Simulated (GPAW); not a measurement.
## Fe2 Ta3 Fe2 001: parallel and opposed starts

Wanted: the moments of Fe2 Ta3 Fe2 001 and the energy of each order that was tried.

Calculated with GPAW 26.7.0; PBE; plane waves with GPAW's PAW setups, scalar-relativistic.

## (1) The structure

The cell holds 7 atoms: 4 Fe and 3 Ta. Cell: a = 3.303 Å, b = 3.303 Å, c = 20.194 Å, α = 90.0°, β = 90.0°, γ = 90.0°. ideal sites on the substrate's mesh, layer spacings from atomic volumes, unrelaxed, 12 A of vacuum. Vacuum lies along c.

As a file:

```cif
data_structure
_symmetry_space_group_name_H-M 'P 1'
_symmetry_Int_Tables_number 1
_cell_length_a 3.3030
_cell_length_b 3.3030
_cell_length_c 20.1945
_cell_angle_alpha 90.000
_cell_angle_beta 90.000
_cell_angle_gamma 90.000
_cell_volume 220.32
loop_
_atom_site_label
_atom_site_type_symbol
_atom_site_fract_x
_atom_site_fract_y
_atom_site_fract_z
_atom_site_occupancy
Fe1 Fe 0.00000 0.00000 0.29711 1
Fe2 Fe 0.50000 0.50000 0.35067 1
Ta3 Ta 0.00000 0.00000 0.41830 1
Ta4 Ta 0.50000 0.50000 0.50000 1
Ta5 Ta 0.00000 0.00000 0.58170 1
Fe6 Fe 0.50000 0.50000 0.64933 1
Fe7 Fe 0.00000 0.00000 0.70289 1
```

## (2) Order 1, typed as ferro ++++

Parallel moments need no larger cell; this start tests for a ferromagnetic state only.

order1.py reads:

```python
import json
import numpy as np
from ase import Atoms
from ase.parallel import paropen, parprint
from gpaw import GPAW

atoms = Atoms(['Fe', 'Fe', 'Ta', 'Ta', 'Ta', 'Fe', 'Fe'],
    cell=[[3.303, 0.0, 0.0],
         [0.0, 3.303, 0.0],
         [0.0, 0.0, 20.194461]],
    scaled_positions=[[0.0, 0.0, 0.297111],
         [0.5, 0.5, 0.35067],
         [0.0, 0.0, 0.4183],
         [0.5, 0.5, 0.5],
         [0.0, 0.0, 0.5817],
         [0.5, 0.5, 0.64933],
         [0.0, 0.0, 0.702889]],
    pbc=True,
    magmoms=[2.6, 2.6, 0.0, 0.0, 0.0, 2.6, 2.6])
atoms.calc = GPAW(mode={'name': 'pw', 'ecut': 450},
    xc='PBE',
    kpts={'size': (20, 20, 1), 'gamma': True},
    occupations={'name': 'fermi-dirac', 'width': 0.05},
    convergence={'density': 1e-05, 'energy': 1e-05},
    maxiter=200,
    mixer={'name': 'pulay', 'beta': 0.03, 'nmaxold': 8, 'weight': 100},
    symmetry={'tolerance': 1e-4},
    txt='order1.txt')
e = atoms.get_potential_energy(force_consistent=True)
res = {'free_energy': e, 'energy_sigma0': atoms.get_potential_energy(), 'fermi_energy': atoms.calc.get_fermi_level()}
res['moments'] = atoms.get_magnetic_moments().tolist()
res['total'] = atoms.get_magnetic_moment()
parprint('site moments (muB):', np.round(res['moments'], 3))
parprint(f"total moment: {res['total']:.3f} muB")
parprint(f'free energy: {e:.6f} eV')
atoms.calc.write('order1.gpw')
with paropen('results.json', 'w') as f:
    json.dump(res, f)
```

Started as:

```bash
$ OMP_NUM_THREADS=1 mpirun -n 4 gpaw python order1.py > order1.log
```

Numbers of over 12 decimals in the logs are rounded to 6 here.

Output:

```text
site moments (muB): [ 2.691  2.125 -0.271  0.013 -0.271  2.125  2.691]
total moment: 9.182 muB
free energy: -61.904638 eV

--- order1.txt ---
Input parameters:
  mode=PW(ecut=450),
  convergence={'density': 1e-05, 'energy': 1e-05},
  kpts=MonkhorstPack(size=(20, 20, 1), gamma=True),
  maxiter=200,
  mixer=Pulay(name='pulay', nmaxold=8, beta=0.03, weight=100, sigma=0.015, g_ss=None),
  occupations=Occupations(name='fermi-dirac', width=0.05),
  symmetry=Symmetry(tolerance=0.0001),
  xc=XC(name='PBE')

Diagonalizing LCAO Hamiltonian
Converting LCAO to pw mode
   .-------.
  /|       |
 * |       |
 | |       |
 | |       |
 | |       |
 | |       |
 | |       |
 | |       |
 Fe|       |
 | |  Fe   |
 | |       |
 Ta|       |
 | |       |
 | |  Ta   |
 | |       |
 | |       |
 Ta|  Fe   |
 | |       |
 | |       |
 Fe|       |
 | |       |
 | |       |
 | |       |
 | |       |
 | .-------.
 |/       /
 *-------*

Atoms  # Å, Bohr magnetons
|   | symbol |        x |        y |         z |    initial magnetic moments |
|---|--------|----------|----------|-----------|-----------------------------|
| 0 |     Fe | 0.000000 | 0.000000 |  5.999997 | ( 0.0000,  0.0000,  2.6000) |
| 1 |     Fe | 1.651500 | 1.651500 |  7.081592 | ( 0.0000,  0.0000,  2.6000) |
| 2 |     Ta | 0.000000 | 0.000000 |  8.447343 | ( 0.0000,  0.0000,  0.0000) |
| 3 |     Ta | 1.651500 | 1.651500 | 10.097231 | ( 0.0000,  0.0000,  0.0000) |
| 4 |     Ta | 0.000000 | 0.000000 | 11.747118 | ( 0.0000,  0.0000,  0.0000) |
| 5 |     Fe | 1.651500 | 1.651500 | 13.112869 | ( 0.0000,  0.0000,  2.6000) |
| 6 |     Fe | 0.000000 | 0.000000 | 14.194464 | ( 0.0000,  0.0000,  2.6000) |

Unit cell  # Å
| periodic |        x |        y |         z |   lengths |    angles |
|----------|----------|----------|-----------|-----------|-----------|
|      yes | 3.303000 | 0.000000 |  0.000000 |  3.303000 | 90.000000 |
|      yes | 0.000000 | 3.303000 |  0.000000 |  3.303000 | 90.000000 |
|      yes | 0.000000 | 0.000000 | 20.194461 | 20.194461 | 90.000000 |

Number of symmetries: 16

BZ-sampling:
  Number of BZ points: 400
  Number of IBZ points: 66

  Monkhorst-Pack size: [20, 20, 1]
  Monkhorst-Pack shift: [0.025, 0.025, 0.0]

K-points  # in reciprocal-cell coordinates
|     |                                coordinates |     weight |
|-----|--------------------------------------------|------------|
|   0 | ( -0.00000000,  -0.00000000,   0.00000000) | 0.00250000 |
|   1 | (  0.05000000,  -0.00000000,   0.00000000) | 0.01000000 |
|   2 | (  0.05000000,   0.05000000,   0.00000000) | 0.01000000 |
|   3 | (  0.10000000,  -0.00000000,   0.00000000) | 0.01000000 |
|   4 | (  0.10000000,   0.05000000,   0.00000000) | 0.02000000 |
|   5 | (  0.10000000,   0.10000000,   0.00000000) | 0.01000000 |
|   6 | (  0.15000000,  -0.00000000,   0.00000000) | 0.01000000 |
|   7 | (  0.15000000,   0.05000000,   0.00000000) | 0.02000000 |
|   8 | (  0.15000000,   0.10000000,   0.00000000) | 0.02000000 |
|   9 | (  0.15000000,   0.15000000,   0.00000000) | 0.01000000 |
| ... |                                            |            |
|  65 | (  0.50000000,   0.50000000,   0.00000000) | 0.00250000 |

Plane wave coefficients: 4812
Cutoff: 450.000000 eV

Spin-components: 2 (collinear spins)
Bands:           53
Projectors:      42
Spin-degeneracy: 1
Datatype:        complex128

Parallelization:
  kpt:    4
  domain: 1
  band:   1

Density:
  Valence electrons: 71.0
  Components: 2
  Grid points: [ 18  18 100]
  Charge: 0.0  # |e|

Potential:
  Grid points: [ 18  18 100]

species:
  Fe:
    name:    Iron
    Z:       26.0
    valence: 8
    core:    18
    charge:  0.0  # [|e|]
    compensation charges:
      type: gauss
      rc: 0.33  # [Å]
      lmax: 2
    cutoffs:
      filter: 2.06  # [Å]
      core: 2.67  # [Å]
    projectors
    | kind |    occ | energy [eV] | rcut [Å] |
    |------|--------|-------------|----------|
    |   4s |  2.000 |      -5.291 |    1.164 |
    |   4p |  0.000 |      -1.326 |    1.058 |
    |   3d |  6.000 |      -7.505 |    1.058 |
    |    s |        |      21.920 |    1.164 |
    |    p |        |      25.885 |    1.058 |
    |    d |        |      19.706 |    1.058 |

    Using partial waves for Fe as LCAO basis

  Ta:
    name:    Tantalum
    Z:       73.0
    valence: 13
    core:    60
    charge:  0.0  # [|e|]
    compensation charges:
      type: gauss
      rc: 0.42  # [Å]
      lmax: 2
    cutoffs:
      filter: 2.36  # [Å]
      core: 3.45  # [Å]
    projectors
    | kind |    occ | energy [eV] | rcut [Å] |
    |------|--------|-------------|----------|
    |   5s |  2.000 |     -72.790 |    1.365 |
    |   6s |  2.000 |      -5.429 |    1.365 |
    |   5p |  6.000 |     -39.427 |    1.349 |
    |   6p |  0.000 |      -1.396 |    1.349 |
    |   5d |  3.000 |      -3.603 |    1.307 |
    |    d |        |      23.609 |    1.307 |

    Using partial waves for Ta as LCAO basis

Reference energy: -1410995.142602  # eV

eigensolver:
  PPCG
  Converge bands: occupied
  niter=2

density mixing:
  Pulay-Mixer
  Linear mixing parameters: 0.03
  Old densities: 8
  Fourier metric: weight=100, sigma=0.015

occupation numbers:
  Fermi-Dirac:
    width: 0.0500  # eV

poisson solver:
  ecut: 3600.000000  # eV

xc functional:
  name: PBE with 2 nearest neighbor stencil

convergence criteria:
- Maximum integral of absolute [dens]ity change: 1e-05 electrons / valence electron
- Maximum [total energy] change in last 3 cyles: 1e-05 eV / valence electron
- Maximum integral of absolute [eigenst]ate change: 4e-08 eV^2 / valence electron
maximum number of iterations: 200

SCF iterations
|iter     |      energy | eigst |  dens |  magmom |
|---------|-------------|-------|-------|---------|
|iter:   1|       0s |  -63.922792 | +0.24 |       | +10.4184|
|iter:   2|      31s |  -63.408845 | -1.39 | -0.93 | +10.3818|
|iter:   3|      61s |  -62.805724 | -1.95 | -1.00 | +10.3228|
|iter:   4|      89s |  -62.553283 | -2.51 | -1.06 | +10.2894|
|iter:   5|     117s |  -61.713973 | -0.86 | -1.09 | +10.0155|
|iter:   6|     148s |  -61.733794 | -2.17 | -1.26 | +10.0136|
|iter:   7|     179s |  -61.791763 | -2.45 | -1.26 |  +9.9851|
|iter:   8|     207s |  -61.725636 | -2.43 | -1.28 | +10.0064|
|iter:   9|     237s |  -63.068359 | -0.60 | -1.28 |  +9.5844|
|iter:  10|     263s |  -61.906974 | -0.91 | -1.20 |  +9.6974|
[... 40 iterations left out ...]
|iter:  51|    1324s |  -61.870399c| -8.17c| -4.39 |  +9.1819|
|iter:  52|    1338s |  -61.870399c| -8.20c| -4.43 |  +9.1821|
|iter:  53|    1353s |  -61.870398c| -8.49c| -4.53 |  +9.1821|
|iter:  54|    1367s |  -61.870398c| -8.28c| -4.60 |  +9.1821|
|iter:  55|    1381s |  -61.870397c| -8.38c| -4.73 |  +9.1822|
|iter:  56|    1395s |  -61.870398c| -8.13c| -4.76 |  +9.1818|
|iter:  57|    1410s |  -61.870398c| -8.35c| -4.93 |  +9.1820|
|iter:  58|    1425s |  -61.870397c| -8.93c| -4.97 |  +9.1820|
|iter:  59|    1439s |  -61.870397c| -8.90c| -4.98 |  +9.1818|
|iter:  60|    1454s |  -61.870397c| -8.97c| -5.10c|  +9.1818|

Converged in 60 steps
Energy contributions relative to reference atoms: (reference = -1410995.142602)

Energy contributions:
  Kinetic:          55.939854
  Coulomb:         -53.335074
  Zero:             -0.264806
  External:          0.000000
  Xc:              -64.176130
  Entropy:          -0.068481
  Spinorbit:         0.000000
  ----------------------------
  Free energy:     -61.904638
  Extrapolated:    -61.870397

dipole moment: (-39.764082, -39.764082, -0.000439)  # |e|*Ang

Total magnetic moment: (0.000000, 0.000000, 9.181754)

Local magnetic moments
|        x |        y |         z |
|----------|----------|-----------|
| 0.000000 | 0.000000 |  2.690563 |  # Fe   0
| 0.000000 | 0.000000 |  2.124534 |  # Fe   1
| 0.000000 | 0.000000 | -0.271499 |  # Ta   2
| 0.000000 | 0.000000 |  0.012883 |  # Ta   3
| 0.000000 | 0.000000 | -0.271499 |  # Ta   4
| 0.000000 | 0.000000 |  2.124534 |  # Fe   5
| 0.000000 | 0.000000 |  2.690563 |  # Fe   6

Fermi level: 3.053
Eigenvalues  # (at kpt = [-0.000, -0.000, 0.000])
| band index |      eig [eV] | occ [0-1] |      eig [eV] | occ [0-1] |
|------------|---------------|-----------|---------------|-----------|
|          0 |       -64.174 |     1.000 |       -64.283 |     1.000 |
|        ... |               |           |               |           |
|         27 |         0.627 |     1.000 |         2.853 |     0.982 |
|         28 |         1.038 |     1.000 |         2.853 |     0.982 |
|         29 |         1.228 |     1.000 |         2.983 |     0.802 |
|         30 |         1.235 |     1.000 |         2.983 |     0.802 |
|         31 |         1.408 |     1.000 |         3.096 |     0.296 |
|         32 |         1.408 |     1.000 |         3.096 |     0.296 |
|         33 |         1.410 |     1.000 |         3.155 |     0.115 |
|         34 |         1.410 |     1.000 |         3.180 |     0.072 |
|         35 |         1.522 |     1.000 |         4.032 |     0.000 |
|         36 |         2.252 |     1.000 |         4.057 |     0.000 |
|         37 |         2.272 |     1.000 |         4.103 |     0.000 |
|         38 |         2.983 |     0.801 |         4.103 |     0.000 |
|         39 |         3.743 |     0.000 |         4.365 |     0.000 |
|         40 |         3.743 |     0.000 |         4.758 |     0.000 |
|         41 |         4.180 |     0.000 |         4.964 |     0.000 |
|         42 |         4.392 |     0.000 |         5.081 |     0.000 |
|        ... |               |           |               |           |
|         52 |         7.577 |     0.000 |         7.722 |     0.000 |

No gap
No difference between direct/indirect transitions
```

It took 25 min on 4 MPI ranks of Intel Xeon at 2.50GHz (Skylake/Cascade Lake), shared host; peak memory 1.6 GiB; 1.7 h of CPU time.

Spin moment in the augmentation sphere by atom:

| atom | spin moment in the augmentation sphere (μB) |
| --- | --- |
| Fe1 | 2.69 |
| Fe2 | 2.12 |
| Ta3 | -0.27 |
| Ta4 | 0.01 |
| Ta5 | -0.27 |
| Fe6 | 2.12 |
| Fe7 | 2.69 |

Numbers from this step:

* magnetization: 9.182 μB
* final state: ferromagnetic

After 60 cycles the largest moment stands at 2.69 μB.

(Part 1 of 2 ends here.)

[Logs and program files are shortened in this print: banners, set-up blocks, solver, clock and traceback lines can be left out without a mark of their own.]

[Logs are printed without paths, hosts, clocks, repeated set-up lines and the standing remarks that a program may print on its own settings, such as how far it seeks lower states.]

[Hosts, paths, dates, database ids (printed as entryN), source tags and the programs' standing remarks are cut or masked in the printed files.]

[Where a cell is said to come from a database of computed structures, the database is the Materials Project.]
